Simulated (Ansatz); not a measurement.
# C (Diamond): gaps at several levels of theory

Aim: the band edges of C (Diamond) at several levels of theory, all at one geometry, and what each level costs.

Method: DFT PBE, scalar-relativistic, plane waves, PAW, unless a step's input says otherwise, in Ansatz 0.2.0.

That is the level of the relaxation; later steps name their own.

1 further run of the same task is left out (set aside as unsound or not needed).

## Step 1: The structure to begin with

The structure is cubic, space group Fd-3m (No. 227). The conventional cell has a = 3.571 Å, b = 3.571 Å, c = 3.571 Å, α = 90.00°, β = 90.00°, γ = 90.00°. C (site symmetry -43m) is surrounded by 4 C at 1.55 Å.

Structure file:

```cif
data_structure
_symmetry_space_group_name_H-M 'P 1'
_symmetry_Int_Tables_number 1
_cell_length_a 2.5254
_cell_length_b 2.5254
_cell_length_c 2.5254
_cell_angle_alpha 60.000
_cell_angle_beta 60.000
_cell_angle_gamma 60.000
_cell_volume 11.39
loop_
_atom_site_label
_atom_site_type_symbol
_atom_site_fract_x
_atom_site_fract_y
_atom_site_fract_z
_atom_site_occupancy
C1 C 0.00000 0.00000 0.00000 1
C2 C 0.25000 0.25000 0.25000 1
```

This cell was relaxed beforehand with the same method: volume 5.69 Å³/atom, gap on the mesh 4.15 eV.

## Step 2: Band edges over the whole zone

Contents of input.yaml:

```yaml
crystal:
  lattice:
    - [0.0, 1.7857368678, 1.7857368678]
    - [1.7857368678, 0.0, 1.7857368678]
    - [1.7857368678, 1.7857368678, 0.0]
  atoms:
    - { symbol: C, position: [0.0, 0.0, 0.0] }
    - { symbol: C, position: [0.25, 0.25, 0.25] }
basis:
  ecutwfc: 420
kpoints:
  mp_grid: { grid: [12, 12, 12] }
  band_path: { path: [VBM, CBM], npoints: 2 }
hamiltonian:
  xc: pbe
scf:
  occupations: { method: gaussian, width: 0.02 }
output:
  forces: true
  stress: true
  eigenvalues: true
```

The run is started by

```sh
$ ansatz run input.yaml --threads 1 --pin off --max-ram 2560MiB --backend cpu --events-out ev --progress --plain --runs-dir out
```

Log:

```text
Warning: RAYON_NUM_THREADS=1 ignored (pool sized by the plan → 1); use --threads N
Engine: ansatz 0.2.0, x86_64-unknown-linux-gnu
Pseudopotentials: kind: paw
Pseudopotential: C, paw, valence charge 4, recommended cutoff 420 eV (normal), C.paw.azcp
Functional definition: PBE
  parameter kappa = 0.804
  parameter beta = 0.06672455060314922
  exchange = pbe_x(kappa = kappa, mu = beta*pi^2/3)
  correlation = pbe_c(beta = beta)
Crystal: 2 atoms, lattice volume = 11.389 Å³
Basis set: ecut = 420 eV, 229 PW (Γ), exchange–correlation on 36×36×36 points (8 copies of the dense FFT grid, shifted against one another)
Bands: 8, of which v1, the nominal top of the filled ones, is band 4 counted from 1 (3 counted from 0)
Symmetry: 48 space group operations
Space group: Fd-3m (ITA 227), of the structure as read, at distance tolerance 2.2e-5 Å
k-points: 72 of 1728
Non-local potential: C, projectors of the file, l = 0: 2, l = 1: 2, l = 2: 1
PAW form: soft (Blöchl's): semilocal exchange-correlation on the pseudo side does not see the compensation charge
PAW one-centre angular grid: C, 110 points (default); XC on 64 Gauss nodes
Initial density: superposition of atomic densities (neutral atoms: chi_scale 0, normalization atom), corrected by the library's trained network
Initial wavefunctions: pseudopotential atomic-orbital guess
Functional: x = pbe(κ = 0.804, μ = 0.2195149727645171), c = pbe(β = 0.06672455060314922)
SCF iter   1: F=—  HF=-501.615646 eV  |F-HF|=—  |Δ(HF+E_count)|=         —  Δρ=1.78e-3  dr2=1.05e-4  ethr=1.77e-3  ⟨swp⟩=5.4  Hψ=3855  notcnv=0
preconditioner: auto → none  [insulator: Δε(μ)=4.160 eV  Ē_g=19.573 eV  σ=0.020 eV  W_gap=1.00  n_scr=0 (ndim 8)  ℏωp=31.1 eV  f_vac=0.000  D(μ)=0.00/eV (n_scr^D=0)  ε∞_Penn≈3.5]
SCF iter   2: F=—  HF=-501.615701 eV  |F-HF|=—  |Δ(HF+E_count)|=   5.53e-5  Δρ=9.21e-4  dr2=2.91e-5  ethr=1.31e-6  ⟨swp⟩=2.0  Hψ=1423  notcnv=0
SCF iter   3: F=—  HF=-501.615750 eV  |F-HF|=—  |Δ(HF+E_count)|=   4.88e-5  Δρ=1.49e-4  dr2=1.68e-6  ethr=3.64e-7  ⟨swp⟩=2.1  Hψ=854  notcnv=0
SCF iter   4: F=—  HF=-501.615749 eV  |F-HF|=—  |Δ(HF+E_count)|=   5.68e-7  Δρ=6.48e-5  dr2=2.82e-7  ethr=2.10e-8  ⟨swp⟩=1.7  Hψ=705  notcnv=0
iter 5 did not close the SCF: its close was put off for the readings that it lacked (scf_convergence_deferred on its scf_iter line)
SCF iter   5: F=-501.615749 eV  HF=-501.615749 eV  |F-HF|=1.78e-10  |Δ(HF+E_count)|=   4.74e-8  Δρ=3.15e-6  dr2=4.34e-10  ethr=3.52e-9  ⟨swp⟩=2.5  Hψ=867  notcnv=0
SCF iter   6: F=-501.615749 eV  HF=-501.615749 eV  |F-HF|=8.81e-12  |Δ(HF+E_count)|=  1.69e-10  Δρ=3.19e-7  dr2=3.31e-12  ethr=5.43e-12  ⟨swp⟩=1.5  Hψ=1733  notcnv=0
SCF 1 converged in 6 iterations: F = -501.615749 eV  dr2 = 3.31e-12
NSCF: frozen V_eff on 16 k-points
NSCF: frozen V_eff on 16 k-points
NSCF: frozen V_eff on 16 k-points
NSCF: frozen V_eff on 6 k-points
NSCF: frozen V_eff on 7 k-points
NSCF: frozen V_eff on 4 k-points
NSCF: frozen V_eff on 7 k-points
NSCF: frozen V_eff on 4 k-points
NSCF: frozen V_eff on 7 k-points
NSCF: frozen V_eff on 2 k-points
NSCF: frozen V_eff on 5 k-points
NSCF: frozen V_eff on 5 k-points
NSCF: frozen V_eff on 2 k-points
NSCF: frozen V_eff on 5 k-points
NSCF: frozen V_eff on 2 k-points
NSCF: frozen V_eff on 4 k-points
NSCF: frozen V_eff on 3 k-points
SCF converged after 6 iterations
Free energy (F): -501.615749 eV
Harris-Foulkes:  -501.615749 eV  (|F-HF|=8.81e-12)
Internal energy: -501.615749 eV  (E = F + TS)
E sigma→0 (E₀):  -501.615749 eV
Fermi energy:    15.320406 eV
--- Per-component energies (eV) ---
  E_band       = 34.328703
  E_kinetic    = 184.261883
  E_local      = -122.690354  (includes V_loc(G=0)·N_el)
  E_nonlocal   = 53.268467
  E_hartree    = 26.824150
  E_xc         = -97.360202
  E_vxc        = -120.863538  (∫ρ·V_xc dr)
  E_paw        = -198.419547  (= ΣΔE_a)
  E_vpaw       = -13.296072  (= ΣTr[D̂ρ^β])
  E_aug_tail   = 0.000018  (compensation charges beyond the density's cutoff)
  E_ewald      = -347.500165
  E_smearing   = -0.000000  (= −TS)
  E_closure    = -0.000000  (closes the sum)
  Σ components = -501.615749   (vs F -501.615749, Δ=0.00e0)
--- Forces (eV/Å), atoms counted from 1 ---
  atom   1  C      0.00000000     0.00000000    -0.00000000
  atom   2  C     -0.00000000     0.00000000    -0.00000000
  max |Σ_I F_I| component: 3.70e-17 eV/Å
--- Stress (GPa, compression-positive) ---
        0.043580       0.000000       0.000000
       -0.000000       0.043580      -0.000000
       -0.000000       0.000000       0.043580
  P = ⅓ Tr σ = 0.0436 GPa (0.436 kbar)
--- Band table (eV; the first three rows and the last of 72) ---
  k-point 0: bands = ["-8.1808", "13.2450", "13.2450", "13.2450", "18.8278", "18.8278", "18.8278", "26.4323"]
  k-point 1: bands = ["-7.9891", "12.0210", "12.9226", "12.9226", "19.2486", "19.2486", "19.5376", "26.6019"]
  k-point 2: bands = ["-7.4164", "9.4975", "12.2230", "12.2230", "20.1632", "20.1632", "20.6115", "27.0915"]
  k-point 71: bands = ["1.2896", "1.2896", "4.9519", "4.9519", "23.8500", "23.8500", "25.4972", "25.4972"]
```

It took 1.1 s on 1 thread of Intel Xeon Platinum 8488C (Sapphire Rapids), shared host; peak memory 0.31 GiB.

## Step 3: Levels with PBE

Edit input.yaml of step 2 so:

```diff
@@ -12,3 +12,12 @@
   mp_grid: { grid: [12, 12, 12] }
-  band_path: { path: [VBM, CBM], npoints: 2 }
+  band_path:
+    path:
+      - [0.0, 0.0, 0.0]
+      - [0.5, 0.0, 0.5]
+      - [0.625, 0.25, 0.625]
+      - [0.375, 0.375, 0.75]
+      - [0.5, 0.5, 0.5]
+      - [0.5, 0.25, 0.75]
+      - [0.0, 0.363281, 0.363281]
+    npoints: 1
 hamiltonian:
@@ -17,2 +26,3 @@
   occupations: { method: gaussian, width: 0.02 }
+  n_extra_bands: 4
 output:
```

The run is started by

```sh
$ ansatz run input.yaml --threads 1 --pin off --max-ram 2560MiB --backend cpu --events-out ev --progress --plain --runs-dir out
```

Log:

```text
Warning: RAYON_NUM_THREADS=1 ignored (pool sized by the plan → 1); use --threads N
scf.n_extra_bands = 4 over 4 filled bands (N_el = 8.0): the run solves 8 bands
[... 8 set-up lines as earlier in the session ...]
Crystal: 2 atoms, lattice volume = 11.389 Å³
Basis set: ecut = 420 eV, 229 PW (Γ), exchange–correlation on 36×36×36 points (8 copies of the dense FFT grid, shifted against one another)
Bands: 8, of which v1, the nominal top of the filled ones, is band 4 counted from 1 (3 counted from 0)
[... 2 set-up lines as earlier in the session ...]
k-points: 72 of 1728
[... 6 set-up lines as earlier in the session ...]
SCF iter   1: F=—  HF=-501.615646 eV  |F-HF|=—  |Δ(HF+E_count)|=         —  Δρ=1.78e-3  dr2=1.05e-4  ethr=1.77e-3  ⟨swp⟩=5.4  Hψ=3855  notcnv=0
preconditioner: auto → none  [insulator: Δε(μ)=4.160 eV  Ē_g=19.573 eV  σ=0.020 eV  W_gap=1.00  n_scr=0 (ndim 8)  ℏωp=31.1 eV  f_vac=0.000  D(μ)=0.00/eV (n_scr^D=0)  ε∞_Penn≈3.5]
SCF iter   2: F=—  HF=-501.615701 eV  |F-HF|=—  |Δ(HF+E_count)|=   5.53e-5  Δρ=9.21e-4  dr2=2.91e-5  ethr=1.31e-6  ⟨swp⟩=2.0  Hψ=1423  notcnv=0
SCF iter   3: F=—  HF=-501.615750 eV  |F-HF|=—  |Δ(HF+E_count)|=   4.88e-5  Δρ=1.49e-4  dr2=1.68e-6  ethr=3.64e-7  ⟨swp⟩=2.1  Hψ=854  notcnv=0
SCF iter   4: F=—  HF=-501.615749 eV  |F-HF|=—  |Δ(HF+E_count)|=   5.68e-7  Δρ=6.48e-5  dr2=2.82e-7  ethr=2.10e-8  ⟨swp⟩=1.7  Hψ=705  notcnv=0
iter 5 did not close the SCF: its close was put off for the readings that it lacked (scf_convergence_deferred on its scf_iter line)
SCF iter   5: F=-501.615749 eV  HF=-501.615749 eV  |F-HF|=1.78e-10  |Δ(HF+E_count)|=   4.74e-8  Δρ=3.15e-6  dr2=4.34e-10  ethr=3.52e-9  ⟨swp⟩=2.5  Hψ=867  notcnv=0
SCF iter   6: F=-501.615749 eV  HF=-501.615749 eV  |F-HF|=8.81e-12  |Δ(HF+E_count)|=  1.69e-10  Δρ=3.19e-7  dr2=3.31e-12  ethr=5.43e-12  ⟨swp⟩=1.5  Hψ=1733  notcnv=0
SCF 1 converged in 6 iterations: F = -501.615749 eV  dr2 = 3.31e-12
NSCF: frozen V_eff on 7 k-points
SCF converged after 6 iterations
Free energy (F): -501.615749 eV
Harris-Foulkes:  -501.615749 eV  (|F-HF|=8.81e-12)
Internal energy: -501.615749 eV  (E = F + TS)
E sigma→0 (E₀):  -501.615749 eV
Fermi energy:    15.320406 eV
--- Per-component energies (eV) ---
  E_band       = 34.328703
  E_kinetic    = 184.261883
  E_local      = -122.690354  (includes V_loc(G=0)·N_el)
  E_nonlocal   = 53.268467
  E_hartree    = 26.824150
  E_xc         = -97.360202
  E_vxc        = -120.863538  (∫ρ·V_xc dr)
  E_paw        = -198.419547  (= ΣΔE_a)
  E_vpaw       = -13.296072  (= ΣTr[D̂ρ^β])
  E_aug_tail   = 0.000018  (compensation charges beyond the density's cutoff)
  E_ewald      = -347.500165
  E_smearing   = -0.000000  (= −TS)
  E_closure    = -0.000000  (closes the sum)
  Σ components = -501.615749   (vs F -501.615749, Δ=0.00e0)
--- Forces (eV/Å), atoms counted from 1 ---
  atom   1  C      0.00000000     0.00000000    -0.00000000
  atom   2  C     -0.00000000     0.00000000    -0.00000000
  max |Σ_I F_I| component: 3.70e-17 eV/Å
--- Stress (GPa, compression-positive) ---
        0.043580       0.000000       0.000000
       -0.000000       0.043580      -0.000000
       -0.000000       0.000000       0.043580
  P = ⅓ Tr σ = 0.0436 GPa (0.436 kbar)
--- Band table (eV; the first three rows and the last of 72) ---
  k-point 0: bands = ["-8.1808", "13.2450", "13.2450", "13.2450", "18.8278", "18.8278", "18.8278", "26.4323"]
  k-point 1: bands = ["-7.9891", "12.0210", "12.9226", "12.9226", "19.2486", "19.2486", "19.5376", "26.6019"]
  k-point 2: bands = ["-7.4164", "9.4975", "12.2230", "12.2230", "20.1632", "20.1632", "20.6115", "27.0915"]
  k-point 71: bands = ["1.2896", "1.2896", "4.9519", "4.9519", "23.8500", "23.8500", "25.4972", "25.4972"]
```

Wall time 0.73 s (1 thread of Intel Xeon Platinum 8488C (Sapphire Rapids), shared host); peak memory 0.3 GiB.

Levels at named points, in eV from the top of the last band filled by count:

| point | band 2 | band 3 | band 4 | band 5 | band 6 | band 7 |
| --- | --- | --- | --- | --- | --- | --- |
| Γ | 0.00 | 0.00 | 0.00 | 5.58 | 5.58 | 5.58 |
| X | -12.74 | -6.28 | -6.28 | 4.76 | 4.76 | 16.74 |
| U | -11.71 | -9.28 | -5.35 | 5.67 | 10.71 | 14.31 |
| K | -11.71 | -9.28 | -5.35 | 5.67 | 10.71 | 14.31 |
| L | -13.34 | -2.80 | -2.80 | 8.45 | 8.45 | 8.78 |
| W | -11.96 | -8.29 | -8.29 | 10.61 | 10.61 | 12.25 |
| bottom* | -8.18 | -5.62 | -5.62 | 4.13 | 6.99 | 14.78 |

* Points where the relaxation's level has its edges, typed into the path; another level's edges can lie beside them.

## Step 4: Levels with r2SCAN

Edit input.yaml of step 3 so:

```diff
@@ -9,3 +9,3 @@
 basis:
-  ecutwfc: 420
+  ecutwfc: 500
 kpoints:
@@ -23,3 +23,3 @@
 hamiltonian:
-  xc: pbe
+  xc: r2scan
 scf:
```

The run is started by

```sh
$ ansatz run input.yaml --threads 1 --pin off --max-ram 2560MiB --backend cpu --events-out ev --progress --plain --runs-dir out
```

Log:

```text
Warning: RAYON_NUM_THREADS=1 ignored (pool sized by the plan → 1); use --threads N
scf.n_extra_bands = 4 over 4 filled bands (N_el = 8.0): the run solves 8 bands
[... 2 set-up lines as earlier in the session ...]
Pseudopotential: C, paw, valence charge 4, recommended cutoff 500 eV (meta_gga), C.paw.azcp
Functional definition: r2SCAN
  parameter k0 = 0.174
  parameter k1 = 0.065
  parameter a1 = 4.9479
  exchange = r2scan_x(k0 = k0, k1 = k1, a1 = a1)
  correlation = r2scan_c
Crystal: 2 atoms, lattice volume = 11.389 Å³
Basis set: ecut = 500 eV, 283 PW (Γ), exchange–correlation on 80×80×80 points (64 copies of the dense FFT grid, shifted against one another)
Bands: 8, of which v1, the nominal top of the filled ones, is band 4 counted from 1 (3 counted from 0)
[... 2 set-up lines as earlier in the session ...]
k-points: 72 of 1728
[... 2 set-up lines as earlier in the session ...]
PAW frozen core: C, regenerated for the run's functional (the file was generated under x = pbe(κ = 0.804, μ = 0.2195149727645171), c = pbe(β = 0.06672455060314922))
PAW one-centre angular grid: C, 302 points (default); XC on 239 of its mesh's 2573 points in the sphere
[... 2 set-up lines as earlier in the session ...]
Functional: x = r2scan, c = r2scan; τ floored in thin density (d = 2e-4 eV/Å³)
SCF iter   1: F=—  HF=-503.054740 eV  |F-HF|=—  |Δ(HF+E_count)|=         —  Δρ=8.85e-3  dr2=2.39e-3  dr2_τ=3.77e-1  ethr=1.77e-3  ⟨swp⟩=5.5  Hψ=4025  notcnv=0
preconditioner: auto → none  [insulator: Δε(μ)=4.308 eV  Ē_g=20.724 eV  σ=0.020 eV  W_gap=1.00  n_scr=0 (ndim 8)  ℏωp=31.1 eV  f_vac=0.000  D(μ)=0.00/eV (n_scr^D=0)  ε∞_Penn≈3.3]
SCF iter   2: F=—  HF=-503.110069 eV  |F-HF|=—  |Δ(HF+E_count)|=   5.53e-2  Δρ=5.57e-3  dr2=9.76e-4  dr2_τ=5.70e-5  ethr=2.99e-5  ⟨swp⟩=2.7  Hψ=1802  notcnv=0
SCF iter   3: F=—  HF=-503.110094 eV  |F-HF|=—  |Δ(HF+E_count)|=   2.48e-5  Δρ=1.87e-3  dr2=1.19e-4  dr2_τ=1.61e-5  ethr=1.22e-5  ⟨swp⟩=3.0  Hψ=1083  notcnv=0
SCF iter   4: F=—  HF=-503.110128 eV  |F-HF|=—  |Δ(HF+E_count)|=   3.37e-5  Δρ=3.91e-4  dr2=5.18e-6  dr2_τ=3.30e-7  ethr=1.48e-6  ⟨swp⟩=1.3  Hψ=635  notcnv=0
SCF iter   5: F=—  HF=-503.110130 eV  |F-HF|=—  |Δ(HF+E_count)|=   2.49e-6  Δρ=9.44e-5  dr2=3.05e-7  dr2_τ=3.33e-8  ethr=6.47e-8  ⟨swp⟩=1.5  Hψ=674  notcnv=0
SCF iter   6: F=-503.110130 eV  HF=-503.110130 eV  |F-HF|=9.18e-10  |Δ(HF+E_count)|=   1.83e-7  Δρ=5.72e-6  dr2=1.06e-9  dr2_τ=1.57e-10  ethr=1.25e-9  ⟨swp⟩=5.2  Hψ=2892  notcnv=0
SCF 1 converged in 6 iterations: F = -503.110130 eV  dr2 = 1.06e-9
NSCF: frozen V_eff on 7 k-points
SCF converged after 6 iterations
Free energy (F): -503.110130 eV
Harris-Foulkes:  -503.110130 eV  (|F-HF|=9.18e-10)
Internal energy: -503.110130 eV  (E = F + TS)
E sigma→0 (E₀):  -503.110130 eV
Fermi energy:    15.397946 eV
--- Per-component energies (eV) ---
  E_band       = 29.892953
  E_kinetic    = 183.855265
  E_local      = -121.419086  (includes V_loc(G=0)·N_el)
  E_nonlocal   = 52.469917
  E_hartree    = 26.731136
  E_xc         = -95.786886
  E_vxc        = -132.357419  (∫ρ·V_xc dr)
  E_paw        = -201.410771  (= ΣΔE_a)
  E_vpaw       = -13.103335  (= ΣTr[D̂ρ^β])
  E_aug_tail   = 0.000008  (compensation charges beyond the density's cutoff)
  E_vtau       = 6.985387  (kinetic-family band-sum trace: ∫τ·v_τ [+ j·A + Jᵃ·Aᵃ] dr)
  E_ewald      = -347.500165
  E_core_change = -0.049547  (= ΣΔE_core)
  E_smearing   = -0.000000  (= −TS)
  E_closure    = -0.000000  (closes the sum)
  Σ components = -503.110130   (vs F -503.110130, Δ=0.00e0)
--- Forces (eV/Å), atoms counted from 1 ---
  atom   1  C     -0.00000000     0.00000000     0.00000000
  atom   2  C     -0.00000000    -0.00000000    -0.00000000
  max |Σ_I F_I| component: 7.40e-17 eV/Å
--- Stress (GPa, compression-positive) ---
       -4.166557      -0.000000       0.000000
       -0.000000      -4.166557       0.000000
        0.000000       0.000000      -4.166557
  P = ⅓ Tr σ = -4.1666 GPa (-41.666 kbar)
--- Band table (eV; the first three rows and the last of 72) ---
  k-point 0: bands = ["-9.4014", "13.2166", "13.2166", "13.2166", "19.0854", "19.0854", "19.0854", "26.8952"]
  k-point 1: bands = ["-9.2012", "11.9102", "12.8754", "12.8754", "19.5334", "19.5334", "19.8388", "27.1055"]
  k-point 2: bands = ["-8.6033", "9.2312", "12.1350", "12.1350", "20.5067", "20.5067", "20.9500", "27.7132"]
  k-point 71: bands = ["0.4429", "0.4429", "4.5546", "4.5546", "24.4674", "24.4674", "26.0824", "26.0824"]
```

It took 1.2 s on 1 thread of Intel Xeon Platinum 8488C (Sapphire Rapids), shared host; peak memory 0.35 GiB.

Levels at named points, in eV from the top of the last band filled by count:

| point | band 2 | band 3 | band 4 | band 5 | band 6 | band 7 |
| --- | --- | --- | --- | --- | --- | --- |
| Γ | 0.00 | 0.00 | 0.00 | 5.87 | 5.87 | 5.87 |
| X | -13.54 | -6.62 | -6.62 | 5.01 | 5.01 | 17.84 |
| U | -12.45 | -9.68 | -5.64 | 5.97 | 11.29 | 15.19 |
| K | -12.45 | -9.68 | -5.64 | 5.97 | 11.29 | 15.19 |
| L | -13.98 | -2.96 | -2.96 | 8.90 | 8.90 | 9.07 |
| W | -12.77 | -8.66 | -8.66 | 11.25 | 11.25 | 12.87 |
| bottom* | -8.75 | -5.92 | -5.92 | 4.34 | 7.35 | 15.71 |

* Points where the relaxation's level has its edges, typed into the path; another level's edges can lie beside them.

## Step 5: All levels side by side

| level | k mesh | gap (eV) | least direct gap (eV) | top at | bottom at | CPU time (s) |
| --- | --- | --- | --- | --- | --- | --- |
| PBE | 12×12×12 | 4.13 | 5.58 | Γ | (0.00, 0.36, 0.36) | 0.6 |
| r2SCAN | 12×12×12 | 4.34 | 5.87 | Γ | (0.00, 0.36, 0.36) | 1.1 |

Gaps are by band count over the mesh and the named points; a gap of 0 means that the bands overlap or touch.

## Step 6: Summary of results

```
   quantity              value
   gap, PBE  4.13 eV, indirect
gap, r2SCAN  4.34 eV, indirect
```

In words: The gap runs from 4.13 eV (PBE) to 4.34 eV (r2SCAN).

The gaps are Kohn-Sham values of a semilocal functional, not quasiparticle or optical gaps. Such gaps usually fall short of the measured ones.
